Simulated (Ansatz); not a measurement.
The system is Ga.

```xyz
2
Lattice="2.7784 0.0000 0.0000 0.0000 3.2816 0.0000 -1.3434 0.0000 3.9903" Properties=species:S:1:pos:R:3 pbc="T T T"
Ga   -0.6607    2.4612    3.0732
Ga    2.0957    0.8204    0.9171
```

This isn't the form of Ga at room conditions, which is orthorhombic.

- Program: Ansatz 0.2.0
- Task: relaxation of cell and atoms
- Functional: LDA
- Potentials or basis: all-electron LAPW, relativistic spinors
- Basis error allowed: 0.001 eV/atom
- k mesh: 7 × 6 × 5
- Occupations: fermi-dirac, width 0.05 eV
- Spin: spin-orbit coupling, no magnetisation

At the start: volume 18.19 Å³/atom.

Problem. How do energy, volume and symmetry change on relaxing?

Solution. Over 10 steps the energy falls by 20.4 meV/atom and the volume is 17.37 Å³/atom (-4.5 %); space group P2_1/m (No. 11, to 0.05 Å).

The path:
| step | energy change (eV) | largest force (eV/Å) | volume (Å³) |
| --- | --- | --- | --- |
| 1 | 0.0000 | 0.1296 | 36.38 |
| 2 | -0.0305 | 0.0068 | 34.88 |
| 3 | -0.0388 | 0.0276 | 34.67 |
| 4 | -0.0392 | 0.0211 | 34.65 |
| 5 | -0.0399 | 0.0174 | 34.58 |
| 6 | -0.0406 | 0.0080 | 34.76 |
| 7 | -0.0406 | 0.0125 | 34.71 |
| 8 | -0.0407 | 0.0051 | 34.73 |
| 9 | -0.0407 | 0.0019 | 34.74 |
| 10 | -0.0407 | 0.0019 | 34.74 |

Final structure:
```cif
data_structure
_symmetry_space_group_name_H-M 'P 1'
_symmetry_Int_Tables_number 1
_cell_length_a 2.7398
_cell_length_b 3.3612
_cell_length_c 4.0257
_cell_angle_alpha 90.000
_cell_angle_beta 110.447
_cell_angle_gamma 90.000
_cell_volume 34.74
loop_
_atom_site_label
_atom_site_type_symbol
_atom_site_fract_x
_atom_site_fract_y
_atom_site_fract_z
_atom_site_occupancy
Ga1 Ga 0.15067 0.75000 0.76857 1
Ga2 Ga 0.84933 0.25000 0.23143 1
```

Caveat: the k mesh is thin for a metal, which can move the energy by tens of meV per atom.
